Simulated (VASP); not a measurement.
**TiSi2 in VASP: convergence with k mesh**

Input of the first run (k mesh 2 × 2 × 2); the others differ in this setting and in those tied to it:

File INCAR:

```
SYSTEM = TiSi2
ALGO = Fast
EDIFF = 1E-6
ENCUT = 520
GGA = PS
ISIF = 2
ISMEAR = 0
LASPH = .TRUE.
LCHARG = .FALSE.
LREAL = .FALSE.
LWAVE = .FALSE.
NBANDS = 29
NELM = 60
PREC = Accurate
SIGMA = 0.02
```

File KPOINTS:

```
k-points
0
G
  2 2 2
  0 0 0
```

File POSCAR:

```
TiSi2
1.0
    0.0000000000      4.1175163063      4.2628978354
    2.3895119538      0.0000000000      4.2628978354
    2.3895119538      4.1175163063      0.0000000000
Ti Si
2 4
Direct
    0.7500000000      0.7500000000      0.7500000000
    0.5000000000      0.5000000000      0.5000000000
    0.4125656100      0.0874343900      0.4125656100
    0.0874343900      0.4125656100      0.0874343900
    0.1625656100      0.8374343900      0.1625656100
    0.8374343900      0.1625656100      0.8374343900
```

Potentials or basis: VASP PAW PBE potentials, release 64 (Ti_sv, Si).

Launch:

```sh
$ cat potpaw_PBE.64/Ti_sv/POTCAR potpaw_PBE.64/Si/POTCAR > POTCAR
$ mpirun -np 1 vasp_std > vasp.out
```

The cell is a database's computed one.

Hardware: 1 thread of Intel(R) Xeon(R) Platinum 8488C (Sapphire Rapids) (shared host).

Question: The values tried are 2 × 2 × 2, 3 × 3 × 3, 4 × 4 × 4, 5 × 5 × 5, 7 × 7 × 7, 8 × 8 × 8, 10 × 10 × 10, 12 × 12 × 12, loosest first. From which on does the pressure stay within 0.1 GPa of the tightest run that finished?

Answer: From 5 × 5 × 5 on.

| k mesh | energy less the tightest run, at zero smearing (meV/atom) | pressure (GPa) | largest force (eV/Å) | SCF cycles | CPU time (s) | peak memory (GiB) |
| --- | --- | --- | --- | --- | --- | --- |
| 2 × 2 × 2 | 0.91 | -3.32 | 0.664 | 32 | 36 | 0.22 |
| 3 × 3 × 3 | 24.87 | -1.43 | 0.004 | 32 | 50 | 0.23 |
| 4 × 4 × 4 | -9.45 | -1.98 | 0.121 | 37 | 110 | 0.25 |
| 5 × 5 × 5 | 4.51 | -1.85 | 0.005 | 32 | 150 | 0.26 |
| 7 × 7 × 7 | 2.09 | -1.85 | 0.044 | 34 | 320 | 0.31 |
| 8 × 8 × 8 | -0.70 | -1.82 | 0.064 | 34 | 500 | 0.36 |
| 10 × 10 × 10 | -0.28 | -1.82 | 0.069 | 34 | 870 | 0.47 |
| 12 × 12 × 12 | 0.00 | -1.83 | 0.059 | 34 | 1500 | 0.65 |

Against the tightest run, the energy stays within 1 meV/atom from 8 × 8 × 8 on. Not settled before the last step: the largest force (to 0.005 eV/Å). Meshes of other sizes hit other points, so gaps and Fermi surfaces needn't settle smoothly. The tightest run that finished is the yardstick and may itself not be fully converged.

Caveat, for the tightest run too: the PAW data sets were made with another functional, which shifts forces and pressure a little.
